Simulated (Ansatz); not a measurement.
# Au: the cost of one run

Method: reference: DFT r2SCAN, plane waves, PAW, scalar-relativistic, no spin polarisation, in Ansatz 0.2.0.

This is Au in the hcp structure; at room conditions it is fcc.

**1. The structure to begin with**

It takes space group P6_3/mmc (No. 194, hexagonal). The conventional cell has a = 2.889 Å, b = 2.889 Å, c = 4.641 Å, α = 90.00°, β = 90.00°, γ = 120.00°. Au (site symmetry -6m2) is surrounded by 12 Au at 2.86 to 2.89 Å.

As a file:

```cif
data_structure
_symmetry_space_group_name_H-M 'P6_3/mmc'
_symmetry_Int_Tables_number 194
_cell_length_a 2.8888
_cell_length_b 2.8888
_cell_length_c 4.6406
_cell_angle_alpha 90.000
_cell_angle_beta 90.000
_cell_angle_gamma 120.000
_cell_volume 33.54
loop_
_atom_site_label
_atom_site_type_symbol
_atom_site_symmetry_multiplicity
_atom_site_Wyckoff_symbol
_atom_site_fract_x
_atom_site_fract_y
_atom_site_fract_z
_atom_site_occupancy
Au1 Au 2 d 0.33333 0.66667 0.75000 1
```

**2. Reference**

input.yaml reads:

```yaml
crystal:
  lattice:
    - [1.444376, 2.501731, 0.0]
    - [-1.444376, 2.501731, 0.0]
    - [0.0, 0.0, 4.640641]
  atoms:
    - { symbol: Au, position: [0.3333, 0.3334, 0.25] }
    - { symbol: Au, position: [0.6666, 0.6667, 0.75] }
  symmetry: { tolerance: 0.0003 }
kpoints:
  mp_grid: { grid: [7, 7, 4], shift: [0, 0, 0] }
magnetization:
  spin_polarized: false
scf:
  occupations: { method: tetrahedron }
hamiltonian:
  pseudopotentials: { kind: paw }
  xc: r2scan
basis:
  ecutwfc: 500
output:
  forces: true
  stress: true
  eigenvalues: true
  write_density: true
  write_potential: true
  elf: true
  volumetric_format: npy
```

Launch:

```console
$ ansatz run input.yaml --threads 1 --pin off --max-ram 2560MiB --backend cpu --events-out ev --progress --plain --runs-dir out
```

**Question.** How long does this run take on 1 thread of Intel Xeon Platinum 8488C (Sapphire Rapids), shared host, and how much memory does it need?

About 2 s, with a peak of 0.5 GiB.
